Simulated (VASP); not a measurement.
BN: relaxation of shape and atoms at fixed volume with LDA

The system is BN.

```
B N
1.0
     2.41360    0.00000    0.00000
    -1.20680    2.09024    0.00000
     0.00000    0.00000    6.26105
B N
2 2
Direct
  0.33333 0.66667 0.25000
  0.66667 0.33333 0.75000
  0.33333 0.66667 0.75000
  0.66667 0.33333 0.25000
```

The cell isn't the ideal one: a relaxed cell with its volume scaled by 0.91.

```
Program                : VASP 6.6.1
Task                   : relaxation of shape and atoms at fixed volume
Functional             : LDA
Potentials or basis    : VASP PAW LDA potentials, release 64 (B, N)
Cutoff                 : 520 eV
k mesh                 : 15 × 15 × 6
Occupations            : gaussian, width 0.02 eV
Spin                   : no spin polarisation
Further INCAR settings : ALGO = Normal; EDIFF = 1e-07; IBRION = 2; EDIFFG = -0.002; NSW = 80; ISIF = 4
```

The energy gained by relaxing is 55.9 meV/atom, the ionic steps are 18 and the pressure after relaxing is 4.4 GPa. The band gap on the k mesh is 3.98 eV, indirect (least direct gap 4.23 eV).

The path:
```
step  energy change (eV)  largest force (eV/Å)  pressure (GPa)  volume (Å³)
   1              0.0000                0.0000           28.66        31.59
   2             -0.2175                0.0000            0.66        31.59
   3             -0.2238                0.0000            4.37        31.59
   4             -0.2237                0.0000            4.83        31.59
   5             -0.2237                0.0000            4.82        31.59
   6             -0.2237                0.0000            4.80        31.59
   7             -0.2237                0.0000            4.80        31.59
   8             -0.2237                0.0000            4.80        31.59
   9             -0.2237                0.0000            4.80        31.59
  10             -0.2237                0.0000            4.80        31.59
  11             -0.2237                0.0000            4.79        31.59
  12             -0.2237                0.0000            4.78        31.59
  13             -0.2238                0.0000            4.76        31.59
  14             -0.2238                0.0000            4.73        31.59
  15             -0.2238                0.0000            4.65        31.59
  16             -0.2238                0.0000            4.50        31.59
  17             -0.2238                0.0000            4.23        31.59
  18             -0.2238                0.0000            4.43        31.59
```

Final structure:
```yaml
crystal:
  lattice:
    - [2.48264, 0.00000, 0.00000]
    - [-1.24132, 2.15003, 0.00000]
    - [0.00000, 0.00000, 5.91766]
  atoms:
    - { symbol: B, position: [0.33333, 0.66667, 0.25000] }
    - { symbol: B, position: [0.66667, 0.33333, 0.75000] }
    - { symbol: N, position: [0.33333, 0.66667, 0.75000] }
    - { symbol: N, position: [0.66667, 0.33333, 0.25000] }
```

Levels at points of the mesh, in eV from the valence-band top:
```csv
k point,band 5,band 6,band 7,band 8,band 9,band 10,band 11,band 12
"(0.00, 0.00, 0.00)",-1.41,-1.41,-1.30,-1.30,5.88,11.47,11.47,11.48
"(0.00, 0.00, 0.50)",-1.36,-1.36,-1.36,-1.36,8.96,8.96,11.62,11.62
```

Run time: 2.5 min on 1 thread of AMD EPYC 7R13 Processor (Zen 3), on a shared host, peak memory 0.12 GiB.

Caveat: an odd mesh through Γ misses points on the zone boundary, where band edges often lie.
